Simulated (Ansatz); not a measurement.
Input and command of a plane-wave DFT calculation in Ansatz:

```yaml
crystal:
  lattice:
    - [0.0, 2.4439040643, 2.4439040643]
    - [2.4439040643, 0.0, 2.4439040643]
    - [2.4439040643, 2.4439040643, 0.0]
  atoms:
    - { symbol: Hf, position: [0.0, 0.0, 0.0] }
    - { symbol: O, position: [0.25, 0.25, 0.25] }
    - { symbol: O, position: [0.75, 0.75, 0.75] }
basis:
  ecutwfc: 420
kpoints:
  mp_grid: { grid: [8, 8, 8] }
hamiltonian:
  xc: pbesol
scf:
  occupations: { method: gaussian, width: 0.02 }
output:
  forces: true
  stress: true
  eigenvalues: true
```

```bash
ansatz run input.yaml --threads 1 --pin off --max-ram 2560MiB --backend cpu --events-out ev --progress --plain --runs-dir out
```

Processor: Arm Neoverse V1, 1 thread, on a host shared with other jobs.

Q: Estimate time, memory and problem size.

A: About 1.4 s on 1 thread of Arm Neoverse V1 (shared host), peak memory 0.29 GiB. It solves 23 bands at 29 k points (the mesh reduced by the symmetry that the task leaves, which can be less than the crystal's) with about 537 plane waves, in 6 SCF iterations.
